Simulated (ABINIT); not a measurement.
**Au: equation of state with AM05**

**What was measured.**

From “Exploring toroidal anvil profiles for larger sample volumes above 4 Mbar”, 2024, pmc:11102561, for a bulk crystal of Au: bulk modulus 167 GPa.

The system is Au.

```
CELL_PARAMETERS angstrom
0.00000 2.03500 2.03500
2.03500 0.00000 2.03500
2.03500 2.03500 0.00000
ATOMIC_POSITIONS crystal
Au 0.00000 0.00000 0.00000
```

```yaml
Program: ABINIT 10.8.3 (patched build)
Task: equation of state
Functional: AM05
Potentials_or_basis: JTH PAW PBE v2.0
Cutoff: 680 eV
k_mesh: 11 × 11 × 11
Occupations: fermi-dirac, width 0.05 eV
Spin: no spin polarisation
```

The equilibrium volume is 16.99 Å³/atom, the bulk modulus is 174 GPa and the pressure derivative of the bulk modulus is 6.0.

Energy against volume, from the lowest point:
| volume (Å³/atom) | energy (meV/atom) |
| --- | --- |
| 15.843 | 48.56 |
| 16.181 | 22.69 |
| 16.518 | 6.93 |
| 16.855 | 0.00 |
| 17.192 | 0.74 |
| 17.529 | 8.16 |
| 17.866 | 21.40 |

It took 2.1 min on 1 thread of Arm Neoverse V1, with other jobs on the host, peak memory 0.14 GiB.

Measured bulk modulus of Au: 167 GPa (quoted in “Exploring toroidal anvil profiles for larger sample volumes above 4 Mbar”, 2024, pmc:11102561). This calculation gives 174 GPa (+4.2 %). The fit is for a static lattice scaled at fixed shape and fixed fractional positions.

Caveat: pressures at fixed basis lie under the slope of the energies; the PAW data sets were made with another functional, which shifts forces and pressure a little. Spin-orbit coupling is left out, which matters for the levels of Au.
